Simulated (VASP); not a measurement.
## La: band structure with LDA

The system is La.

```
La
1.0
     3.75000    0.00000    0.00000
    -1.87500    3.24760    0.00000
     0.00000    0.00000    6.07000
La
2
Cartesian
  1.8750 1.0825 4.5525
  0.0000 2.1651 1.5175
```

This isn't the form of La at room conditions, which is double hcp.

```json
{"Program": "VASP 6.6.1", "Task": "band structure", "Functional": "LDA", "Potentials or basis": "VASP PAW LDA potentials, release 64 (La)", "Cutoff": "520 eV", "k mesh": "8 × 8 × 5", "Occupations": "fermi-dirac, width 0.05 eV", "Spin": "no spin polarisation", "Monkhorst-Pack mesh": "yes", "Further INCAR settings": "LASPH = .FALSE.; ALGO = Normal; EDIFF = 1.00e-06; NBANDS = 18; ISYM = 0"}
```

```yaml
Band_gap_along_the_path: none (metal or under the smearing width)
```

Levels at the corners of the path, in eV from the Fermi level:
```tsv
point	band 9	band 10	band 11	band 12	band 13	band 14
Γ	-3.19	-1.77	1.00	1.29	1.29	1.37
M	-1.60	-1.17	-1.13	1.18	1.22	1.25
K	-1.29	0.07	0.07	0.31	0.81	0.81
Γ	-3.19	-1.77	1.00	1.29	1.29	1.37
A	-1.87	-1.87	0.57	0.57	1.36	1.36
L	-1.67	-1.67	-0.40	-0.40	1.44	1.44
H	-0.66	-0.66	-0.22	-0.22	0.94	0.94
A	-1.87	-1.87	0.57	0.57	1.36	1.36
L	-1.67	-1.67	-0.40	-0.40	1.44	1.44
M	-1.60	-1.17	-1.13	1.18	1.22	1.25
K	-1.29	0.07	0.07	0.31	0.81	0.81
H	-0.66	-0.66	-0.22	-0.22	0.94	0.94
```

It took 2.3 min on 1 thread of AMD EPYC 7R13 Processor (Zen 3), on a shared host, peak memory 0.18 GiB.

Caveat: the log is that of the step along the path at fixed density, whose energy, stress, charges and moments have no meaning; spin-orbit coupling is left out, which moves the levels of the heavy elements.
